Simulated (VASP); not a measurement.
**MgO in VASP: one cell, several levels of theory**

MgO (rocksalt), under +3.0 % equal strain in all directions is computed at one geometry. Runs: PBE, r2SCAN. The results are then set beside those of Ansatz 0.2.0 for the same cell.

The runs shown are made with VASP 6.6.1. PAW datasets, plane waves. Computed at 0 K without zero-point motion; spin polarisation is off.

## 1. The structure to begin with

The cell comes from an earlier relaxation with r2SCAN in another program.

The symmetry is Fm-3m (No. 225, cubic); a = 4.330 Å in the conventional setting, 10.15 Å³ an atom. Around Mg lie 6 O at 2.17 Å; around O lie 6 Mg at 2.17 Å.

The structure in full:

Space group Fm-3m (No. 225). a = 4.330 Å, b = 4.330 Å, c = 4.330 Å, α = 90.00°, β = 90.00°, γ = 90.00°
| atom | site | symmetry | x | y | z |
| --- | --- | --- | --- | --- | --- |
| Mg | 4a | m-3m | 0.0000 | 0.0000 | 0.0000 |
| O | 4b | m-3m | 0.5000 | 0.0000 | 0.0000 |

## 2. PBE at this geometry

INCAR reads:

```
ENCUT = 520.000000
SIGMA = 0.020000
EDIFF = 1.00e-07
GGA = PE
PREC = Accurate
IBRION = -1
ISIF = 2
ISMEAR = -1
NBANDS = 11
NELM = 120
NSW = 0
LASPH = .TRUE.
LCHARG = .FALSE.
LWAVE = .FALSE.
LREAL = .FALSE.
```

KPOINTS reads:

```
KPOINTS created by Atomic Simulation Environment
0
Gamma
10 10 10
0 0 0
```

KPOINTS_OPT reads:

```
special points
6
Reciprocal
0.0000000000 0.0000000000 0.0000000000 1
0.5000000000 0.0000000000 0.5000000000 1
0.6250000000 0.2500000000 0.6250000000 1
0.3750000000 0.3750000000 0.7500000000 1
0.5000000000 0.5000000000 0.5000000000 1
0.5000000000 0.2500000000 0.7500000000 1
```

POSCAR reads:

```
Mg O
 1.0000000000000000
     0.0000000000000000    2.1652324378999999    2.1652324378999999
     2.1652324378999999    0.0000000000000000    2.1652324378999999
     2.1652324378999999    2.1652324378999999    0.0000000000000000
 Mg  O
   1   1
Cartesian
  0.0000000000000000  0.0000000000000000  0.0000000000000000
  2.1652324378999999  2.1652324378999999  2.1652324378999999
```

Potentials: the recommended PBE PAW datasets, 8 valence electrons in the neutral cell.

Started as:

```sh
> mpirun -np 1 vasp_std
```

Standard output, without the iteration lines:

```text
POSCAR found type information on POSCAR MgO
 POSCAR found :  2 types and       2 ions
 LDA part: xc-table for (Slater+PW92), standard interpolation
 POSCAR, INCAR and KPOINTS ok, starting setup
 FFT: planning ... GRIDC
 FFT: planning ... GRID_SOFT
 FFT: planning ... GRID
 WAVECAR not read
 entering main loop
 Start KPOINTS_OPT (optional k-point list driver)
k-point batch [1-6\6]
```

OSZICAR:

```text
N       E                     dE             d eps       ncg     rms          rms(c)
DAV:   1     0.141984586489E+02    0.14198E+02   -0.45741E+03  1154   0.645E+02
DAV:   2    -0.128030664492E+02   -0.27002E+02   -0.26432E+02  1177   0.134E+02
DAV:   3    -0.134400367745E+02   -0.63697E+00   -0.63642E+00  1271   0.182E+01
DAV:   4    -0.134415857079E+02   -0.15489E-02   -0.15489E-02  1118   0.102E+00
DAV:   5    -0.134415909425E+02   -0.52345E-05   -0.52345E-05  1205   0.590E-02    0.717E+00
DAV:   6    -0.119081607956E+02    0.15334E+01   -0.94732E+00  1073   0.164E+01    0.238E+00
DAV:   7    -0.118904965651E+02    0.17664E-01   -0.83567E-02  1121   0.234E+00    0.136E+00
DAV:   8    -0.118839148215E+02    0.65817E-02   -0.35001E-02  1088   0.205E+00    0.278E-01
DAV:   9    -0.118833952873E+02    0.51953E-03   -0.73666E-04  1175   0.190E-01    0.155E-01
DAV:  10    -0.118833408781E+02    0.54409E-04   -0.61986E-04  1112   0.186E-01    0.787E-03
DAV:  11    -0.118833434760E+02   -0.25979E-05   -0.46569E-06  1181   0.157E-02    0.662E-03
DAV:  12    -0.118833433834E+02    0.92658E-07   -0.82460E-07  1154   0.673E-03
   1 F= -.11883343E+02 E0= -.11883343E+02  d E =-.127207E-11
       N       E                     dE             ncg
DAV:   1     0.643813820065E+03   -0.16424E+04      132
DAV:   2     0.457895990211E+03   -0.18592E+03      163
DAV:   3     0.453123188062E+03   -0.47728E+01      168
DAV:   4     0.453110130482E+03   -0.13058E-01      138
DAV:   5     0.453110076436E+03   -0.54046E-04      162
DAV:   6     0.453110076160E+03   -0.27626E-06      138
DAV:   7     0.453110076159E+03   -0.12361E-08      141
```

The lines after F= are the extra pass for the points of KPOINTS_OPT, at fixed density; their E is not a total energy.

OUTCAR, selected sections:

```text
k-points           NKPTS =     47   k-points in BZ     NKDIM =     47   number of bands    NBANDS=     11

   NELECT =       8.0000    total number of electrons

   dimension x,y,z NGX =    24 NGY =   24 NGZ =   24
   dimension x,y,z NGXF=    48 NGYF=   48 NGZF=   48

  energy-cutoff  :      520.00
  volume of cell :       20.30
      direct lattice vectors                 reciprocal lattice vectors
     0.000000000  2.165232438  2.165232438    -0.230922090  0.230922090  0.230922090
     2.165232438  0.000000000  2.165232438     0.230922090 -0.230922090  0.230922090
     2.165232438  2.165232438  0.000000000     0.230922090  0.230922090 -0.230922090

 k-points in reciprocal lattice and weights: KPOINTS created by Atomic Simulation Env
   0.00000000  0.00000000  0.00000000       0.001
   0.10000000  0.00000000  0.00000000       0.008
   0.20000000  0.00000000  0.00000000       0.008
   0.30000000  0.00000000  0.00000000       0.008
   0.40000000  0.00000000  0.00000000       0.008
   0.50000000  0.00000000  0.00000000       0.004
   0.10000000  0.10000000  0.00000000       0.006
   0.20000000  0.10000000  0.00000000       0.024
[... 39 more k-points ...]

 E-fermi :   3.0264

 k-point     1 :       0.0000    0.0000    0.0000
  band No.  band energies     occupation
      1     -14.2683      2.00000
      2       2.5904      2.00000
      3       2.5904      2.00000
      4       2.5904      2.00000
      5       6.5489      0.00000
      6      17.9164      0.00000
      7      17.9164      0.00000
      8      17.9164      0.00000
      9      21.6204      0.00000
     10      23.3003      0.00000
     11      23.3003      0.00000

 k-point     2 :       0.1000    0.0000    0.0000
  band No.  band energies     occupation
      1     -14.1773      2.00000
      2       1.9525      2.00000
      3       2.5321      2.00000
      4       2.5321      2.00000
      5       7.1873      0.00000
      6      16.6887      0.00000
      7      18.1247      0.00000
      8      18.1247      0.00000
      9      22.4432      0.00000
     10      22.4432      0.00000
     11      23.1090      0.00000

 k-point     3 :       0.2000    0.0000    0.0000
  band No.  band energies     occupation
      1     -13.9285      2.00000
      2       0.7124      2.00000
      3       2.3841      2.00000
      4       2.3841      2.00000
      5       8.3873      0.00000
      6      15.1544      0.00000
      7      18.5007      0.00000
      8      18.5007      0.00000
      9      21.7421      0.00000
     10      21.7421      0.00000
     11      23.5376      0.00000

 k-point     4 :       0.3000    0.0000    0.0000
  band No.  band energies     occupation
      1     -13.5957      2.00000
      2      -0.4932      2.00000
      3       2.2095      2.00000
      4       2.2095      2.00000
      5       9.3907      0.00000
      6      14.3199      0.00000
      7      18.4694      0.00000
      8      18.4694      0.00000
      9      22.2108      0.00000
     10      22.2108      0.00000
     11      22.9204      0.00000

 k-point     5 :       0.4000    0.0000    0.0000
  band No.  band energies     occupation
      1     -13.3016      2.00000
      2      -1.3585      2.00000
      3       2.0744      2.00000
      4       2.0744      2.00000
      5       9.8699      0.00000
      6      14.1940      0.00000
      7      18.1859      0.00000
      8      18.1859      0.00000
      9      22.4318      0.00000
     10      23.3912      0.00000
     11      23.3912      0.00000

 k-point     6 :       0.5000    0.0000    0.0000
  band No.  band energies     occupation
      1     -13.1826      2.00000
      2      -1.6754      2.00000
      3       2.0241      2.00000
      4       2.0241      2.00000
      5       9.9716      0.00000
      6      14.2654      0.00000
      7      18.0571      0.00000
      8      18.0571      0.00000
      9      22.2658      0.00000
     10      24.0542      0.00000
     11      24.0542      0.00000

 k-point     7 :       0.1000    0.1000    0.0000
  band No.  band energies     occupation
      1     -14.1478      2.00000
      2       1.8856      2.00000
      3       2.4522      2.00000
      4       2.4522      2.00000
      5       7.3885      0.00000
      6      16.3835      0.00000
      7      18.1741      0.00000
      8      18.1741      0.00000
      9      21.1617      0.00000
     10      23.5913      0.00000
     11      23.7916      0.00000

[... the tables of k-points 8 to 47 left out ...]

  Total       -1.0013813     -1.0013813     -1.0013813     -0.0000000      0.0000000     -0.0000000
  in kB      -79.0253605    -79.0253605    -79.0253605     -0.0000000      0.0000000     -0.0000000
  external PRESSURE =     -79.0253605 kB  Pullay stress =       0.0000000 kB

 POSITION                                       TOTAL-FORCE (eV/Angst)
 -----------------------------------------------------------------------------------
      0.00000      0.00000      0.00000        -0.000000      0.000000      0.000000
      2.16523      2.16523      2.16523         0.000000     -0.000000     -0.000000
 -----------------------------------------------------------------------------------
    total drift:                               -0.000000     -0.000000      0.000000

  FREE ENERGIE OF THE ION-ELECTRON SYSTEM (eV)
  ---------------------------------------------------
  free  energy   TOTEN  =       -11.8833433834 eV

  energy  without entropy=      -11.8833433834  energy(sigma->0) =      -11.88334338
```

Hardware: 1 MPI rank of Intel Xeon Platinum 8488C, shared host.

The levels at the points of KPOINTS_OPT are read from vasprun.xml.

Near the gap, in eV above the top of the last filled band v; c is the band after it:

```
point    v−1      v      c    c+1
    Γ   0.00   0.00   3.96  15.33
    X  -1.24  -1.24   9.01   9.09
    U  -2.49  -1.03   9.66  10.85
    K  -2.49  -1.03   9.66  10.85
    L  -0.57  -0.57   7.38  11.67
    W  -2.70  -1.62  11.09  11.09
```

The PBE gap is 3.96 eV, direct at Γ. The pressure is -7.90 GPa; the forces vanish within 0.01 eV/Å.

[end of part 1 of 2]
